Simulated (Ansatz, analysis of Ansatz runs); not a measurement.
# A defect in a sheet: V_Pt in monolayer PtS2, part 2 of 3

We look for the structure, spin, formation energy and gap states of neutral V_Pt in monolayer PtS2. Model: a cell of 48 host atoms with 1 Pt taken out.

Ansatz 0.2.0; plane-wave PAW DFT, LDA and PBEsol; supercells relaxed in a periodic cell with vacuum, the primitive cell and the final single points with the Coulomb interaction cut along the normal.

So far. Step 4 (Band edges against the vacuum level): The band edges were searched for over the zone, on the density of this mesh. The valence top lies 6.49 eV and the conduction bottom 4.74 eV below the vacuum level: a gap of 1.74 eV.

**5. Relaxing the neutral defect**

Level of this step: plane-wave PAW DFT, LDA, fully periodic cell with vacuum; relaxation of a defect in a monolayer at fixed charge, a uniform background where charged (Ansatz).

Atoms start from random displacements, so no symmetry is imposed. The relaxation runs in a plain periodic cell, 16 Å high against 32 Å with the cut-off, with 14 Å between the perfect sheet and its image; that is cheaper, but a defect with a dipole feels the field of its images there. Several total moments are run in turn (0 without spin polarisation, the others held), because an open shell can settle in more than one spin state.

The input, q0.relax_smeared/input.yaml:

```yaml
crystal:
  lattice:
    - [14.05350029, 0.0, 0.0]
    - [-7.02675014, 12.17068826, 0.0]
    - [0.0, 0.0, 16.0]
  atoms:
    - { symbol: Pt, position: [0.08333333, 0.16666667, 0.5] }
    - { symbol: S, position: [0.25, 0.0, 0.57576204] }
    - { symbol: S, position: [0.16666667, 0.08333333, 0.42423796] }
    - { symbol: Pt, position: [0.08333333, 0.41666667, 0.5] }
    - { symbol: S, position: [0.25, 0.25, 0.57576204] }
    - { symbol: S, position: [0.16666667, 0.33333333, 0.42423796] }
    - { symbol: Pt, position: [0.08333333, 0.66666667, 0.5] }
    - { symbol: S, position: [0.25, 0.5, 0.57576204] }
    - { symbol: S, position: [0.16666667, 0.58333333, 0.42423796] }
    - { symbol: Pt, position: [0.08333333, 0.91666667, 0.5] }
    - { symbol: S, position: [0.25, 0.75, 0.57576204] }
    - { symbol: S, position: [0.16666667, 0.83333333, 0.42423796] }
    - { symbol: Pt, position: [0.33333333, 0.16666667, 0.5] }
    - { symbol: S, position: [0.5, 0.0, 0.57576204] }
    - { symbol: S, position: [0.41666667, 0.08333333, 0.42423796] }
    - { symbol: Pt, position: [0.33333333, 0.41666667, 0.5] }
    - { symbol: S, position: [0.5, 0.25, 0.57576204] }
    - { symbol: S, position: [0.41666667, 0.33333333, 0.42423796] }
    - { symbol: Pt, position: [0.33333333, 0.66666667, 0.5] }
    - { symbol: S, position: [0.5, 0.5, 0.57576204] }
    - { symbol: S, position: [0.41666667, 0.58333333, 0.42423796] }
    - { symbol: Pt, position: [0.33333333, 0.91666667, 0.5] }
    - { symbol: S, position: [0.5, 0.75, 0.57576204] }
    - { symbol: S, position: [0.41666667, 0.83333333, 0.42423796] }
    - { symbol: Pt, position: [0.58333333, 0.16666667, 0.5] }
    - { symbol: S, position: [0.75, 0.0, 0.57576204] }
    - { symbol: S, position: [0.66666667, 0.08333333, 0.42423796] }
    - { symbol: S, position: [0.75, 0.25, 0.57576204] }
    - { symbol: S, position: [0.66666667, 0.33333333, 0.42423796] }
    - { symbol: Pt, position: [0.58333333, 0.66666667, 0.5] }
    - { symbol: S, position: [0.75, 0.5, 0.57576204] }
    - { symbol: S, position: [0.66666667, 0.58333333, 0.42423796] }
    - { symbol: Pt, position: [0.58333333, 0.91666667, 0.5] }
    - { symbol: S, position: [0.75, 0.75, 0.57576204] }
    - { symbol: S, position: [0.66666667, 0.83333333, 0.42423796] }
    - { symbol: Pt, position: [0.83333333, 0.16666667, 0.5] }
    - { symbol: S, position: [1.0, 0.0, 0.57576204] }
    - { symbol: S, position: [0.91666667, 0.08333333, 0.42423796] }
    - { symbol: Pt, position: [0.83333333, 0.41666667, 0.5] }
    - { symbol: S, position: [1.0, 0.25, 0.57576204] }
    - { symbol: S, position: [0.91666667, 0.33333333, 0.42423796] }
    - { symbol: Pt, position: [0.83333333, 0.66666667, 0.5] }
    - { symbol: S, position: [1.0, 0.5, 0.57576204] }
    - { symbol: S, position: [0.91666667, 0.58333333, 0.42423796] }
    - { symbol: Pt, position: [0.83333333, 0.91666667, 0.5] }
    - { symbol: S, position: [1.0, 0.75, 0.57576204] }
    - { symbol: S, position: [0.91666667, 0.83333333, 0.42423796] }
basis:
  ecutwfc: 420
  xc_grid: 2
hamiltonian:
  xc: lda
kpoints:
  mp_grid: { grid: [1, 1, 1] }
scf:
  occupations: { method: fermi_dirac, width: 0.01 }
  max_iter: 60
output:
  forces: true
relax:
  f_tol: 0.02
  max_steps: 80
  random_displacement: { amplitude: 0.03, seed: 6616 }
```

On the command line:

```
$ ansatz run input.yaml --threads 4 --pin off --max-ram 10362MiB --backend cpu --events-out ev --progress --plain --runs-dir out
```

Numbers of over 12 decimals in the logs are rounded to 6 here.

Log:

```text
[...]
Crystal: 47 atoms, lattice volume = 2736.652 Å³
Basis set: ecut = 420 eV, 53567 PW (Γ), exchange–correlation on 192×192×216 points (8 copies of the dense FFT grid, shifted against one another)
Bands: 278, of which v1, the nominal top of the filled ones, is band 231 counted from 1 (230 counted from 0)
Symmetry: 1 space group operations
k-points: 1
[...]
SCF iter   1: F=—  HF=-211510.803905 eV  |F-HF|=—  |Δ(HF+E_count)|=         —  Δρ=5.38e-3  dr2=2.13e0  ethr=1.77e-3  ⟨swp⟩=7.0  Hψ=1126  notcnv=0  defer=32
[...]
SCF iter  14: F=-211510.462696 eV  HF=-211510.462694 eV  |F-HF|=2.76e-6  |Δ(HF+E_count)|=   7.46e-6  Δρ=8.83e-6  dr2=4.02e-6  ethr=2.16e-9  ⟨swp⟩=4.0  Hψ=823  notcnv=0
SCF 1 converged in 14 iterations: F = -211510.462696 eV  dr2 = 4.02e-6
[...]
relax step   1: F+E_penalty+E_count = -211510.46269635 eV  Δ(F+E_penalty+E_count) = +0.000e0 eV  max|allowed force component| = 1.324e0 eV/Å  Δτ_max = 0.0000 Å  (14 SCF iters, dr2 threshold 1.00e-5 eV, accepted)
[...]
relax step   2: F+E_penalty+E_count = -211511.10330948 eV  Δ(F+E_penalty+E_count) = -6.406e-1 eV  max|allowed force component| = 6.012e-1 eV/Å  Δτ_max = 0.1977 Å  (9 SCF iters, dr2 threshold 1.00e-4 eV, accepted)
relax step   3: F+E_penalty+E_count = -211511.41266292 eV  Δ(F+E_penalty+E_count) = -3.094e-1 eV  max|allowed force component| = 3.539e-1 eV/Å  Δτ_max = 0.1044 Å  (12 SCF iters, dr2 threshold 2.26e-5 eV, accepted)
relax step   4: F+E_penalty+E_count = -211511.60701239 eV  Δ(F+E_penalty+E_count) = -1.943e-1 eV  max|allowed force component| = 4.131e-1 eV/Å  Δτ_max = 0.1150 Å  (11 SCF iters, dr2 threshold 2.58e-5 eV, accepted)
relax step   5: F+E_penalty+E_count = -211511.79705324 eV  Δ(F+E_penalty+E_count) = -1.900e-1 eV  max|allowed force component| = 7.177e-1 eV/Å  Δτ_max = 0.1512 Å  (10 SCF iters, dr2 threshold 5.91e-5 eV, accepted)
relax step   6: F+E_penalty+E_count = -211511.59750285 eV  Δ(F+E_penalty+E_count) = +1.996e-1 eV  max|allowed force component| = 3.210e0 eV/Å  Δτ_max = 0.1975 Å  (10 SCF iters, dr2 threshold 1.00e-4 eV, rejected (line search))
relax step   7: F+E_penalty+E_count = -211511.98330424 eV  Δ(F+E_penalty+E_count) = -1.863e-1 eV  max|allowed force component| = 4.240e-1 eV/Å  Δτ_max = 0.0964 Å  (13 SCF iters, accepted)
relax step   8: F+E_penalty+E_count = -211512.12872076 eV  Δ(F+E_penalty+E_count) = -1.454e-1 eV  max|allowed force component| = 4.019e-1 eV/Å  Δτ_max = 0.0976 Å  (8 SCF iters, dr2 threshold 6.27e-5 eV, accepted)
relax step   9: F+E_penalty+E_count = -211512.36603604 eV  Δ(F+E_penalty+E_count) = -2.373e-1 eV  max|allowed force component| = 5.814e-1 eV/Å  Δτ_max = 0.1478 Å  (7 SCF iters, dr2 threshold 5.64e-5 eV, accepted)
relax step  10: F+E_penalty+E_count = -211512.51000416 eV  Δ(F+E_penalty+E_count) = -1.440e-1 eV  max|allowed force component| = 9.449e-1 eV/Å  Δτ_max = 0.1959 Å  (6 SCF iters, dr2 threshold 1.00e-4 eV, accepted)
relax step  11: F+E_penalty+E_count = -211512.62249701 eV  Δ(F+E_penalty+E_count) = -1.125e-1 eV  max|allowed force component| = 2.712e-1 eV/Å  Δτ_max = 0.1775 Å  (6 SCF iters, dr2 threshold 1.00e-4 eV, accepted)
relax step  12: F+E_penalty+E_count = -211512.63879440 eV  Δ(F+E_penalty+E_count) = -1.630e-2 eV  max|allowed force component| = 1.312e-1 eV/Å  Δτ_max = 0.0461 Å  (7 SCF iters, dr2 threshold 6.06e-6 eV, accepted)
relax step  13: F+E_penalty+E_count = -211512.64215535 eV  Δ(F+E_penalty+E_count) = -3.361e-3 eV  max|allowed force component| = 9.924e-2 eV/Å  Δτ_max = 0.0188 Å  (7 SCF iters, dr2 threshold 1.42e-6 eV, accepted)
relax step  14: F+E_penalty+E_count = -211512.64416107 eV  Δ(F+E_penalty+E_count) = -2.006e-3 eV  max|allowed force component| = 1.846e-2 eV/Å  Δτ_max = 0.0091 Å  (6 SCF iters, dr2 threshold 2.31e-6 eV, accepted)
[...]
relax step  15: F+E_penalty+E_count = -211512.64416128 eV  Δ(F+E_penalty+E_count) = -2.173e-7 eV  max|allowed force component| = 1.852e-2 eV/Å  Δτ_max = 0.0000 Å  (3 SCF iters, accepted)
SCF converged after 3 iterations
Free energy (F): -211512.644161 eV
[...]
Internal energy: -211512.644161 eV  (E = F + TS)
E sigma→0 (E₀):  -211512.644161 eV
Fermi energy:    -0.227016 eV
[...]
--- Forces (eV/Å), atoms counted from 1 ---
  atom   1  Pt     0.00406737    -0.00000522     0.00264579
  atom   2  S      0.00194124    -0.00067081     0.00412335
  [... 10 atoms left out ...]
  atom  13  Pt     0.00162463     0.00100186    -0.00849955
  [... 2 atoms left out ...]
  atom  16  Pt    -0.01851484     0.00082969    -0.00460025
  atom  17  S      0.00238587     0.00168323     0.00027893
  atom  18  S     -0.00005997     0.00129830     0.00213108
  [... 1 atom left out ...]
  atom  20  S     -0.00111662     0.00429303     0.00143372
  [... 8 atoms left out ...]
  atom  29  S     -0.00535339     0.00173145     0.00287052
  atom  30  Pt     0.00502680    -0.00044659     0.00495653
  atom  31  S     -0.00303536    -0.00112616    -0.00358127
  atom  32  S      0.00279911     0.00282131    -0.00018442
  [... 9 atoms left out ...]
  atom  42  Pt    -0.01831194    -0.00287932    -0.00083124
  [... 5 atoms left out ...]
  max |Σ_I F_I| component: 1.95e-5 eV/Å
--- Relaxed structure (15 steps of the walk, 14 accepted, 0 SCFs on fresh bases) ---
  F+E_penalty+E_count = -211512.64416128 eV   max|allowed force component| = 1.852e-2 eV/Å
  atoms:
    - { symbol: Pt, position: [0.083303, 0.165794, 0.501193] }
    - { symbol: S, position: [0.242691, -0.006290, 0.573984] }
    [... 10 atoms left out ...]
    - { symbol: Pt, position: [0.321359, 0.154125, 0.495127] }
    [... 2 atoms left out ...]
    - { symbol: Pt, position: [0.349155, 0.416626, 0.500071] }
    - { symbol: S, position: [0.502825, 0.278704, 0.539136] }
    - { symbol: S, position: [0.438765, 0.324394, 0.435456] }
    [... 1 atom left out ...]
    - { symbol: S, position: [0.531041, 0.508796, 0.564650] }
    [... 8 atoms left out ...]
    - { symbol: S, position: [0.687604, 0.335867, 0.408200] }
    - { symbol: Pt, position: [0.583897, 0.679138, 0.505069] }
    - { symbol: S, position: [0.768483, 0.497570, 0.592030] }
    - { symbol: S, position: [0.640814, 0.554561, 0.461003] }
    [... 9 atoms left out ...]
    - { symbol: Pt, position: [0.821671, 0.657473, 0.513122] }
    [... 5 atoms left out ...]
```

Wall time 4.3 min (4 threads of Arm Neoverse V1, shared host); peak memory 2.3 GiB.

In the next tables energies count from the displaced start, and moves from the positions in the input.

Relaxation path:

| step | energy less that of the first step (eV) | largest force component (eV/Å) |
| --- | --- | --- |
| 1 | 0.0000 | 1.3236 |
| 2 | -0.6406 | 0.6012 |
| 3 | -0.9500 | 0.3539 |
| 4 | -1.1443 | 0.4131 |
| 5 | -1.3344 | 0.7177 |
| 6 | -1.1348 | 3.2102 |
| 7 | -1.5206 | 0.4240 |
| 8 | -1.6660 | 0.4019 |
| 9 | -1.9033 | 0.5814 |
| 10 | -2.0473 | 0.9449 |
| 11 | -2.1598 | 0.2712 |
| 12 | -2.1761 | 0.1312 |
| 13 | -2.1795 | 0.0992 |
| 14 | -2.1815 | 0.0185 |
| 15 | -2.1815 | 0.0185 |

Relaxation step 6 was tried and not accepted.

The atoms that moved most (Å, from the sites as typed, ahead of the random displacement, the mean shift of all atoms taken out):

```csv
atom,dx,dy,dz,length
S32,-0.164,-0.350,0.587,0.703
S17,-0.165,0.349,-0.587,0.703
S20,0.372,0.107,-0.179,0.426
S18,0.371,-0.109,0.178,0.426
S31,0.274,-0.030,0.259,0.378
S29,0.274,0.031,-0.258,0.377
Pt25,-0.103,0.112,-0.209,0.259
Pt42,-0.102,-0.112,0.209,0.258
```

Neighbours of the ideal centre at the end:

```
atom  distance (Å)
 S32         1.798
 S17         1.799
 S20         2.059
 S18         2.059
 S29         2.694
 S31         2.697
Pt16         3.291
Pt25         3.372
Pt42         3.373
```

Among the atoms that came to bonding distance: S20–S32 2.13 Å (from 3.16); S18–S17 2.13 Å (from 3.16).

All neutral relaxations:

```csv
moment (μB),filling,outcome,structures computed,largest displacement from the input (Å),added thickness (Å),time
0,fixed,not converged,-,-,-,76 s
0,smeared,converged,15,0.70,0.52,4.3 min
2,smeared,converged,12,0.59,0.79,8.3 min
```

With the common shift of the atoms taken out, the largest displacement is 0.70 Å, and the sheet with its defect is 0.52 Å thicker than the perfect one.

(Continued in part 3 of 3.)

[Logs are printed without paths, hosts, clocks, repeated set-up lines and the standing remarks that a program may print on its own settings, such as how far it seeks lower states.]

[Hosts, paths, dates, database ids (printed as entryN), source tags and the programs' standing remarks are cut or masked in the printed files.]

[Maps of the electrostatic potential energy from Ansatz leave out the sawtooth potential of an applied field or a dipole correction, so their vacuum need not be flat.]
